Question

A carbon crystal of space group P6₃/mmc has four atoms in its cell, and each atom has four near neighbours, the closest at 1.536 Å. Its vibrations at the zone centre, where every cell moves alike, were computed with density-functional theory. The entries below mix them with Raman lines measured on carbon samples that need not have the same bonding. The candidate labels are row numbers, which run from 1 to 11 with rising wavenumber. Three entries are disclosed: a computed one-fold mode at 1249 cm⁻¹ and measured lines at 1249 and 1582 cm⁻¹. The table below prints computed values only. Its rows A, B and D are measured lines, at 42, 1321 and 2732 cm⁻¹. Of its computed modes, G, H and E are two-fold, and F and C are one-fold.

SIESTA 5.4.2, Kohn-Sham DFT with the LDA functional, PseudoDojo 0.4 standard pseudopotentials and a DZP basis, for the four-atom carbon cell (P6₃/mmc) in its relaxed geometry; 9 × 9 × 5 k-mesh, mesh cutoff 750 Ry. Computed wavenumbers are harmonic zone-centre values without LO-TO splitting. Candidates: 4, 2, 11, 9, 3, 7, 8, 1.

```
row  computed wavenumber (cm⁻¹)
  A                         n/a
  B                         n/a
  C                        1316
  D                         n/a
  E                        1344
  F                        1090
  G                       517.1
  H                        1237
```

Symmetry allows this crystal three two-fold optical modes, E1g, E2g and E2u, in which the atoms move sideways, at right angles to the hexagonal axis c. It also allows three one-fold modes, A1g and two called B, in which they move along c. Only A1g, E1g and E2g scatter light in a first-order Raman spectrum. Give each lettered row its number, name the motion behind it, and say which assignments are sure.

Model answer

The row numbers follow from size: A is 1, G is 2, F is 3 and H is 4. The two disclosed entries at 1249 cm⁻¹ take 5 and 6. Then C is 7, B is 8 and E is 9, the line at 1582 cm⁻¹ is 10, and D is 11. A rank does not say what vibrates, so the physical assignment has to start from the structure.

Four nearly equal bonds per atom mean diamond-like bonding, and with this space group and only four atoms in the cell the crystal is hexagonal diamond. It can be pictured as puckered double layers stacked along c. Three slanted bonds hold each atom within its double layer, and the fourth, parallel to c, ties it to the next one.

The two-fold modes are G, H and E. The softest sideways motion lets whole double layers slide against each other. This tilts the bonds along c but hardly stretches any bond, and tilting costs much less than stretching. Row G, at 517 cm⁻¹, is therefore the sliding mode, E2u.

In a second motion the two halves of each double layer shear against each other, while atoms joined along c move together. Now the slanted bonds are stretched and compressed, so the mode is much stiffer. This is E2g. In the third motion, E1g, neighbouring planes always move oppositely, so both kinds of link are strained at once and the wavenumber should be highest.

A chain of atomic planes turns this picture into an estimate. Let each atom of mass M be tied sideways to the next plane by a spring k₁ across the c bond and a spring k₂ within the double layer. Symmetry makes all planes move by the same amount, so only the strained links count, and the squared frequencies ω² are

sliding: ω² = 2k₁/M
shear: ω² = 2k₂/M
both: ω² = 2(k₁ + k₂)/M

The squares add. With row G as sliding and row H as shear, the third mode should lie at

√(517² + 1237²) = 1341 cm⁻¹

The calculation puts row E at 1344 cm⁻¹. The estimate has no adjustable constant and takes in only the two lower modes. It supports E as E1g, the mode that strains both kinds of link. The sum would be the same with G and H exchanged, so naming G the sliding mode and H the shear rests on the argument that tilting costs less than stretching.

The one-fold modes are F, C and the disclosed one at 1249 cm⁻¹. Here a comparison with cubic diamond helps. Its single optical vibration is three-fold, because all directions of motion are equivalent. Hexagonal stacking singles out c and splits that vibration into E1g and A1g, which should stay close together. Row C lies only 28 cm⁻¹ below row E, so C is A1g, and F is one of the B modes.

The measured rows are A, B and D. Row A lies at 42 cm⁻¹, about twelve times lower than the sliding mode G. For equal displacement, the force pulling an atom back goes as the square of the wavenumber, so it is roughly 150 times weaker. No covalent bond links such layers. Row A is the sliding of graphite sheets, which are held together only by weak van der Waals forces.

Row D sets a trap. Half of 2732 is 1366, only 22 cm⁻¹ above the highest computed mode, so D could pass for its overtone. The value alone does not settle the matter. Graphite and graphene, however, have a well-known strong line here, in which two vibrations from away from the zone centre are excited together, and that is the better assignment.

Row B, at 1321 cm⁻¹, fits hexagonal diamond but remains ambiguous. It lies 5 cm⁻¹ from C and 23 cm⁻¹ from E, and both modes are Raman-active. Nor can the value alone exclude cubic diamond, whose single first-order Raman line lies close by.

The row numbers and the bonding type are sure, and so is the exclusion of row A. The names of the computed modes rest on the mechanical argument, since wavenumbers alone do not display the motions. Which of the two B modes is F stays open.

The rows with their labels:

```
row  computed wavenumber (cm⁻¹)  what it is  measured wavenumber (cm⁻¹)
  1                         n/a         n/a                          42
  2                       517.1      2-fold                         n/a
  3                        1090      1-fold                         n/a
  4                        1237      2-fold                         n/a
  5                         n/a         n/a                        1249
  6                        1249      1-fold                         n/a
  7                        1316      1-fold                         n/a
  8                         n/a         n/a                        1321
  9                        1344      2-fold                         n/a
 10                         n/a         n/a                        1582
 11                         n/a         n/a                        2732
```

The source of row 8, our B, assigns the line to E1g (UV Raman on a bulk crystal). Its computed partner is then row 9, not the closer row 7. Row 1 is reported as the low-frequency E2g mode of a bulk crystal. Rows 10 and 11 are the G line and the second-order 2D line of one film, which confirms D as a line of graphite-like carbon.

Remarks on the reasoning

The closest number can be the wrong partner. Rows 5 and 6 agree to the last digit, yet row 5 is a Raman line assigned to E2g, while row 6 is one-fold and cannot be an E mode. If the published assignment holds, the partner of row 5 is row 4, which lies 12 cm⁻¹ lower. The seemingly perfect match would then have hidden a small disagreement.

With the published assignments, the calculation is about 1% too low for E2g and 2% too high for E1g. A common scaling factor cannot repair both. The density functional, the finite basis, temperature and stacking faults in the sample may all contribute; these causes were not tested separately. If row 8 were A1g instead, its error would shrink to 5 cm⁻¹, so a verdict on the functional depends on the assignment.

The spring chain also has a clear limit. Applied to motion along c, it combines 1090 and 1249 cm⁻¹ into 1658 cm⁻¹, which is 26% above the computed 1316 cm⁻¹. The chain leaves out forces between planes two steps apart. In the top mode such planes move in step, so these forces do no work; in the two lower modes they move oppositely and the forces stiffen the motion. Along c these forces evidently matter, whereas sideways their net effect is small. That is why A1g was identified by its kinship with E1g and not by the sum of squares.
